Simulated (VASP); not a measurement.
# Mg (P6_3/mmc) in VASP: notebook

Runs on Mg. Level: PBE+D3(BJ). Tasks: single point, relaxation of cell and atoms.

Program: VASP 6.6.1. These are calculated values, not measurements. Logs are shortened: lines on timing, memory, paths and dates and some standing lists are left out, and cuts for length are marked.

**1. Starting point**

It takes space group P6_3/mmc (No. 194, hexagonal). The conventional cell has a = 3.150 Å, b = 3.150 Å, c = 5.049 Å, α = 90.00°, β = 90.00°, γ = 120.00°. Around Mg (site symmetry -6m2) lie 12 Mg at 3.11 to 3.15 Å.

**2. Single point, PBE+D3(BJ)**

INCAR

```
SYSTEM = Mg
PREC = Accurate
ENCUT = 520
EDIFF = 1E-7
ISMEAR = 0
SIGMA = 0.1
LREAL = .FALSE.
LASPH = .TRUE.
NELM = 100
ALGO = Normal
ISIF = 2
LWAVE = .FALSE.
LCHARG = .FALSE.
GGA = PE
IVDW = 12
NBANDS = 9
```

KPOINTS

```
Automatic mesh
0
G
  15 15 8
  0 0 0
```

POSCAR

```
Mg
1.0
    3.1498888384      0.0000000000      0.0000000000
   -1.5749444192      2.7278837532      0.0000000000
    0.0000000000      0.0000000000      5.0493533531
Mg
2
Direct
    0.3333333333      0.6666666667      0.2500000000
    0.6666666667      0.3333333333      0.7500000000
```

Potentials or basis: VASP PAW PBE potentials, release 64 (Mg).

Launch:

```console
$ cat potpaw_PBE.64/Mg/POTCAR > POTCAR
$ mpirun -np 1 vasp_std > vasp.out
```

OUTCAR:

```text
SYSTEM = Mg
   PREC = Accurate
   ENCUT = 520
   EDIFF = 1E-7
   ISMEAR = 0
   LREAL = .FALSE.
   LASPH = .TRUE.
   NELM = 100
   ISIF = 2
   GGA = PE
   IVDW = 12
 IVDW          = 12

 ion  position               nearest neighbor table
   1  0.333  0.667  0.250-   2 3.11   2 3.11   2 3.11   2 3.11   2 3.11   2 3.11
   2  0.667  0.333  0.750-   1 3.11   1 3.11   1 3.11   1 3.11   1 3.11   1 3.11

  LATTYP: Found a hexagonal cell.
 ALAT       =     3.1498888384
 C/A-ratio  =     1.6030258883

  Lattice vectors:

 A1 = (   3.1498888384,   0.0000000000,   0.0000000000)
 A2 = (  -1.5749444192,   2.7278837532,   0.0000000000)
 A3 = (   0.0000000000,   0.0000000000,   5.0493533531)

Analysis of symmetry for initial positions (statically):
=====================================================================
 Subroutine PRICEL returns:
 Original cell was already a primitive cell.

 Routine SETGRP: Setting up the symmetry group for a
 hexagonal supercell.

 Subroutine GETGRP returns: Found 24 space group operations
 (whereof 12 operations were pure point group operations)
 out of a pool of 24 trial point group operations.

The static configuration has the point symmetry D_3d.
 The point group associated with its full space group is D_6h.

Analysis of symmetry for dynamics (positions and initial velocities):
=====================================================================
 Subroutine PRICEL returns:
 Original cell was already a primitive cell.

 Routine SETGRP: Setting up the symmetry group for a
 hexagonal supercell.

 Subroutine GETGRP returns: Found 24 space group operations
 (whereof 12 operations were pure point group operations)
 out of a pool of 24 trial point group operations.

The dynamic configuration has the point symmetry D_3d.
 The point group associated with its full space group is D_6h.

 Subroutine INISYM returns: Found 24 space group operations
 (whereof 12 operations are pure point group operations),
 and found     1 'primitive' translations

----------------------------------------------------------------------------------------

                                     Primitive cell

  volume of cell :      43.3867

  direct lattice vectors                    reciprocal lattice vectors
     3.149888838  0.000000000  0.000000000     0.317471521  0.183292268  0.000000000
    -1.574944419  2.727883753  0.000000000     0.000000000  0.366584536  0.000000000
     0.000000000  0.000000000  5.049353353     0.000000000  0.000000000  0.198045161

  length of vectors
[... 91 lines left out ...]
   TEBEG  =    0.0;   TEEND  =   0.0 temperature during run
   PSTRESS=    0.0 pullay stress
   NELECT =       4.0000    total number of electrons
   NUPDOWN=      -1.0000    fix difference up-down
   EMIN   =  10.00;   EMAX   =-10.00  energy-range for DOS
   EFERMI =   0.00;   METHOD = LEGACY
   ISMEAR =     0;   SIGMA  =   0.10  broadening in eV -4-tet -1-fermi 0-gaus
   EFERMI_NEDOS =   21; number of points for ismear=-14 and -15
   IALGO  =     38    algorithm
   IMIX   =      4    mixing-type and parameters
     AMIX     =   0.40;   BMIX     =  1.00
     AMIX_MAG =   1.60;   BMIX_MAG =  1.00
  volume/ion in A,a.u.               =      21.69       146.39
  Fermi-wavevector in a.u.,A,eV,Ry     =   0.739564  1.397574  7.441777  0.546955
  Thomas-Fermi vector in A             =   1.833757
   LORBIT       =      0    0 simple, 1 ext, 2 COOP (PROOUT), +10 PAW based schemes
   GGA     = PE    functional components
   LHFCALC =     F    Hartree Fock is set to
   AEXX    =    0.0000 exact exchange contribution
   IVDW    =    12    specifies the selected vdW correction
   LEPSILON=     F    determine dielectric tensor
   LRPA    =     F    only Hartree local field effects (RPA)
 non-spin polarized calculation
 Gauss-broadening in eV      SIGMA  =   0.10
  energy-cutoff  :      520.00
  volume of cell :       43.39
 maximum number of plane-waves:      1194
 NGX is ok and might be reduce to    24
   NGX = 11   NGY = 11   NGZ = 19

 number of electron       4.0000000 magnetization

 Free energy of the ion-electron system (eV)
  ---------------------------------------------------
  ext. energy  EPLUGINS =         0.00000000
  ---------------------------------------------------
  free energy    TOTEN  =        -3.00028147 eV

  energy without entropy =       -2.99572315  energy(sigma->0) =       -2.99800231

 E-fermi :   2.9328     XC(G=0):  -8.6677

 val. band max:        2.9309052950   @ k =   0.2667   0.2667   0.2500
 cond. band min:       2.9414871587   @ k =   0.3333   0.1333   0.0000
 fundamental gap:      0.0105818638
 Fermi energy:         2.9327734912

 k-point     1 :       0.0000    0.0000    0.0000
  band No.  band energies     occupation
      1      -4.2433      2.00000
      2       1.2281      2.00000
      3       1.8183      2.00000
      4      14.0684      0.00000
      5      14.0684      0.00000
      6      14.2695      0.00000
      7      14.2695      0.00000
      8      15.1552      0.00000
      9      16.7528      0.00000
[... 265 lines left out ...]
 k-point    24 :       0.4000    0.2000    0.0000
  band No.  band energies     occupation
      1       1.2270      2.00000
      2       1.2848      2.00000
      3       4.8395      0.00000
      4       6.2422      0.00000
      5       6.5742      0.00000
      6       6.9632      0.00000
      7       8.4845      0.00000
      8      10.1852      0.00000
      9      11.5458      0.00000

 [... further k-points ...]

------------------------ aborting loop because EDIFF is reached ----------------------------------------

 Edisp (eV)   -0.59997

 E8    (eV) :    -0.2628

  FORCE on cell =-STRESS in cart. coord.  units (eV):
  Direction    XX          YY          ZZ          XY          YZ          ZX
  --------------------------------------------------------------------------------------
  -------------------------------------------------------------------------------------
  Total      -0.02478    -0.02478    -0.03540     0.00000     0.00000     0.00000
  in kB      -0.91523    -0.91523    -1.30729     0.00000     0.00000     0.00000
  external pressure =       -1.05 kB  Pullay stress =        0.00 kB

 VOLUME and BASIS-vectors are now :
 -----------------------------------------------------------------------------
  energy-cutoff  :      520.00
  volume of cell :       43.39
      direct lattice vectors                 reciprocal lattice vectors
     3.149888838  0.000000000  0.000000000     0.317471521  0.183292268  0.000000000
    -1.574944419  2.727883753  0.000000000     0.000000000  0.366584536  0.000000000
     0.000000000  0.000000000  5.049353353     0.000000000  0.000000000  0.198045161

 POSITION                                       TOTAL-FORCE (eV/Angst)
 -----------------------------------------------------------------------------------
     -0.00000      1.81859      1.26234         0.000000     -0.000000      0.000000
      1.57494      0.90929      3.78702        -0.000000      0.000000      0.000000
 -----------------------------------------------------------------------------------
    total drift:                                0.000000     -0.000000      0.000000

  FREE ENERGIE OF THE ION-ELECTRON SYSTEM (eV)
  ---------------------------------------------------
  free  energy   TOTEN  =        -3.6002521369 eV

  energy  without entropy=       -3.5956938158  energy(sigma->0) =       -3.59797298
```

OSZICAR:

```text
N       E                     dE             d eps       ncg     rms          rms(c)
DAV:   1    -0.335870034740E+00   -0.33587E+00   -0.12914E+03  2430   0.314E+02
DAV:   2    -0.296702321011E+01   -0.26312E+01   -0.25601E+01  3317   0.270E+01
DAV:   3    -0.301420537291E+01   -0.47182E-01   -0.46930E-01  3169   0.284E+00
DAV:   4    -0.301439084218E+01   -0.18547E-03   -0.18546E-03  3138   0.165E-01
DAV:   5    -0.301439155712E+01   -0.71493E-06   -0.71479E-06  3064   0.102E-02    0.958E-01
DAV:   6    -0.300779746200E+01    0.65941E-02   -0.46328E-04  2770   0.174E-01    0.613E-01
DAV:   7    -0.300027433288E+01    0.75231E-02   -0.17677E-03  2547   0.297E-01    0.330E-02
DAV:   8    -0.300028268578E+01   -0.83529E-05   -0.14050E-05  3408   0.225E-02    0.735E-03
DAV:   9    -0.300028163454E+01    0.10512E-05   -0.11755E-06  2711   0.525E-03    0.623E-04
DAV:  10    -0.300028147477E+01    0.15977E-06   -0.52360E-09  1889   0.434E-04    0.133E-04
DAV:  11    -0.300028146841E+01    0.63605E-08   -0.56453E-10  1443   0.157E-04
   1 F= -.36002521E+01 E0= -.35979730E+01  d E =-.455832E-02
```

Wall time 19 s (1 thread of AMD EPYC 9R45 (Zen 5), shared host); peak memory 0.17 GiB.

Results:

| Property | Result |
| --- | --- |
| Free energy | -3.6003 eV |
| Pressure | -0.1 GPa |
| Band gap on the k mesh | none (metal or under the smearing width) |
| Dispersion energy per atom | -0.300 eV |

Levels at points of the mesh, in eV from the Fermi level:
```
           k point  band 1  band 2  band 3  band 4  band 5  band 6  band 7
(0.00, 0.00, 0.00)   -7.18   -1.70   -1.11   11.14   11.14   11.34   11.34
(0.00, 0.00, 0.50)   -5.71   -5.71    5.41    5.41   11.90   11.90   11.90
```

Caveat: pairwise dispersion overbinds metals, which lowers pressure and volume.

**3. Relaxation of cell and atoms, PBE+D3(BJ)**

This run uses another cell than the first one, of 22.40 Å³/atom, 1.033 times its volume.

INCAR

```
PREC = Accurate
ENCUT = 600
EDIFF = 1E-6
ISMEAR = 0
SIGMA = 0.1
LREAL = False
LASPH = True
NELM = 100
ALGO = Normal
ISIF = 3
LWAVE = False
LCHARG = False
GGA = PE
IVDW = 12
IBRION = 2
NSW = 100
EDIFFG = -0.005
```

KPOINTS

```
Automatic mesh
0
Gamma
  15 15 8
```

POSCAR

```
Mg
1.0
    3.1720232863      0.0000000000      0.0000000000
   -1.5860116431      2.7470527473      0.0000000000
    0.0000000000      0.0000000000      5.1412049000
Mg
2
Direct
    0.3333333300      0.6666666700      0.2500000000
    0.6666666700      0.3333333300      0.7500000000
```

Potentials or basis: VASP PAW PBE potentials, release 64 (Mg).

Launch:

```console
$ cat potpaw_PBE.64/Mg/POTCAR > POTCAR
$ mpirun -np 1 vasp_std > vasp.out
```

It took 46 s on 1 thread of AMD EPYC 9R45 (Zen 5), shared host; peak memory 0.19 GiB.

The run converged. Its results:

```yaml
Free_energy: -3.6004 eV
Relaxed_volume: 21.63 Å³/atom
Relaxed_cell: a = 3.147 Å, b = 3.147 Å, c = 5.042 Å, α = 90.00°, β = 90.00°, γ = 120.00°
Space_group_after_relaxing_to_0.05_Å: P6_3/mmc (No. 194)
Energy_gained_by_relaxing: 3.6 meV/atom
Ionic_steps: 6
Pressure_after_relaxing: 0.0 GPa
Band_gap_on_the_k_mesh: none (metal or under the smearing width)
Dispersion_energy_per_atom: -0.301 eV
```

The path:
| step | energy change (eV) | largest force (eV/Å) | pressure (GPa) | volume (Å³) |
| --- | --- | --- | --- | --- |
| 1 | 0.0000 | 0.0000 | -1.31 | 44.80 |
| 2 | -0.0066 | 0.0000 | -0.32 | 43.62 |
| 3 | -0.0070 | 0.0000 | 0.03 | 43.24 |
| 4 | -0.0070 | 0.0000 | 0.06 | 43.21 |
| 5 | -0.0071 | 0.0000 | 0.04 | 43.23 |
| 6 | -0.0072 | 0.0000 | 0.02 | 43.25 |

Final structure:
```
Mg
1.0
     3.14745    0.00000    0.00000
    -1.57372    2.72577    0.00000
     0.00000    0.00000    5.04161
Mg
2
Direct
  0.33333 0.66667 0.25000
  0.66667 0.33333 0.75000
```

Levels at points of the mesh, in eV from the Fermi level:
```
           k point  band 1  band 2  band 3  band 4  band 5  band 6
(0.00, 0.00, 0.00)   -7.19   -1.71   -1.11   11.15   11.15   11.35
(0.00, 0.00, 0.50)   -5.72   -5.72    5.43    5.43   11.91   11.91
```

Caveat: pairwise dispersion overbinds metals, which lowers pressure and volume.

**4. Single point, PBE+D3(BJ)**

This run uses another cell than the first one, of 22.40 Å³/atom, 1.033 times its volume.

INCAR

```
  PREC = Accurate
  ENCUT = 520
  EDIFF = 1E-7
  ISMEAR = 0
  SIGMA = 0.1
  LREAL = False
  LASPH = True
  NELM = 100
  ALGO = Fast
  ISIF = 2
  LWAVE = False
  LCHARG = False
  GGA = PE
  IVDW = 12
  NBANDS = 9
```

KPOINTS

```
regular mesh
0
Gamma
  6 6 4
```

POSCAR is that of step 3.

Potentials or basis: VASP PAW PBE potentials, release 64 (Mg).

Launch:

```console
$ cat potpaw_PBE.64/Mg/POTCAR > POTCAR
$ mpirun -np 1 vasp_std > vasp.out
```

OUTCAR:

```text
PREC = Accurate
   ENCUT = 520
   EDIFF = 1E-7
   ISMEAR = 0
   LREAL = False
   LASPH = True
   NELM = 100
   ISIF = 2
   GGA = PE
   IVDW = 12
 IVDW          = 12

 ion  position               nearest neighbor table
   1  0.333  0.667  0.250-   2 3.16   2 3.16   2 3.16   2 3.16   2 3.16   2 3.16
   2  0.667  0.333  0.750-   1 3.16   1 3.16   1 3.16   1 3.16   1 3.16   1 3.16

  LATTYP: Found a hexagonal cell.
 ALAT       =     3.1720232863
 C/A-ratio  =     1.6207967080

  Lattice vectors:

 A1 = (   3.1720232863,   0.0000000000,   0.0000000000)
 A2 = (  -1.5860116431,   2.7470527473,   0.0000000000)
 A3 = (   0.0000000000,   0.0000000000,   5.1412049000)

Analysis of symmetry for initial positions (statically):
=====================================================================
 Subroutine PRICEL returns:
 Original cell was already a primitive cell.

 Routine SETGRP: Setting up the symmetry group for a
 hexagonal supercell.

 Subroutine GETGRP returns: Found 24 space group operations
 (whereof 12 operations were pure point group operations)
 out of a pool of 24 trial point group operations.

The static configuration has the point symmetry D_3d.
[... 170 lines left out ...]
  band No.  band energies     occupation
      1      -4.2752      2.00000
      2       1.0474      2.00000
      3       1.5388      2.00000
      4      13.8272      0.00000
      5      13.8272      0.00000
      6      13.9877      0.00000
      7      13.9877      0.00000
      8      14.7457      0.00000
      9      16.3974      0.00000
[... 229 lines left out ...]
 k-point    21 :       0.3333    0.3333    0.5000
  band No.  band energies     occupation
      1       2.9524      0.00000
      2       2.9524      0.00000
      3       3.4236      0.00000
      4       3.4236      0.00000
      5       4.3733      0.00000
      6       4.3733      0.00000
      7      13.9014      0.00000
      8      13.9023      0.00000
      9      14.0403      0.00000

------------------------ aborting loop because EDIFF is reached ----------------------------------------

 Edisp (eV)   -0.58102

 E8    (eV) :    -0.2547

  FORCE on cell =-STRESS in cart. coord.  units (eV):
  Direction    XX          YY          ZZ          XY          YZ          ZX
  --------------------------------------------------------------------------------------
  -------------------------------------------------------------------------------------
  Total      -0.37190    -0.37190    -0.28441    -0.00000     0.00000     0.00000
  in kB     -13.30049   -13.30049   -10.17161    -0.00000     0.00000     0.00000
  external pressure =      -12.26 kB  Pullay stress =        0.00 kB

 VOLUME and BASIS-vectors are now :
 -----------------------------------------------------------------------------
  energy-cutoff  :      520.00
  volume of cell :       44.80
      direct lattice vectors                 reciprocal lattice vectors
     3.172023286  0.000000000  0.000000000     0.315256198  0.182013251  0.000000000
    -1.586011643  2.747052747  0.000000000     0.000000000  0.364026501  0.000000000
     0.000000000  0.000000000  5.141204900     0.000000000  0.000000000  0.194506934

 POSITION                                       TOTAL-FORCE (eV/Angst)
 -----------------------------------------------------------------------------------
     -0.00000      1.83137      1.28530         0.000000     -0.000000      0.000000
      1.58601      0.91568      3.85590        -0.000000      0.000000      0.000000
 -----------------------------------------------------------------------------------
    total drift:                                0.000000     -0.000000      0.000000

  FREE ENERGIE OF THE ION-ELECTRON SYSTEM (eV)
  ---------------------------------------------------
  free  energy   TOTEN  =        -3.5286862060 eV

  energy  without entropy=       -3.5215908089  energy(sigma->0) =       -3.52513851
```

stdout:

```text
POSCAR found type information on POSCAR Mg
 POSCAR found :  1 types and       2 ions
 scaLAPACK will be used
 LDA part: xc-table for (Slater+PW92), standard interpolation
 POSCAR, INCAR and KPOINTS ok, starting setup
 FFT: planning ... GRIDC
 FFT: planning ... GRID_SOFT
 FFT: planning ... GRID
 WAVECAR not read
 entering main loop
```

Run time: 4.3 s. Hardware: 1 thread of AMD EPYC 9R45 (Zen 5), shared host; peak memory 0.13 GiB.

What came out:

```
Free energy                : -3.5287 eV
Pressure                   : -1.2 GPa
Band gap on the k mesh     : none (metal or under the smearing width)
Dispersion energy per atom : -0.291 eV
```

Caveat: the k mesh is coarse (spacing up to 0.38 Å⁻¹), so the values aren't converged; pairwise dispersion overbinds metals, which lowers pressure and volume.

**5. Summary**

```tsv
task	cell	k mesh	cutoff (eV)	mesh quality	gap on the mesh (eV)	pressure (GPa)
single point	P6_3/mmc, 21.69 Å³/atom	15 × 15 × 8	520	not flagged	none	-0.1
relaxation of cell and atoms	relaxed	15 × 15 × 8	600	not flagged	none	0.0
single point	P6_3/mmc, 22.4 Å³/atom	6 × 6 × 4	520	coarse	none	-1.2
```

Alike in all rows: level PBE+D3(BJ); potentials or basis VASP PAW PBE potentials, release 64 (Mg); no spin polarisation; smearing gaussian 0.1 eV.

Caveats: some runs use coarse meshes; pairwise dispersion overbinds metals, which lowers pressure and volume.

Total energies depend on the potentials used, so only differences within one code and one set of settings carry meaning.
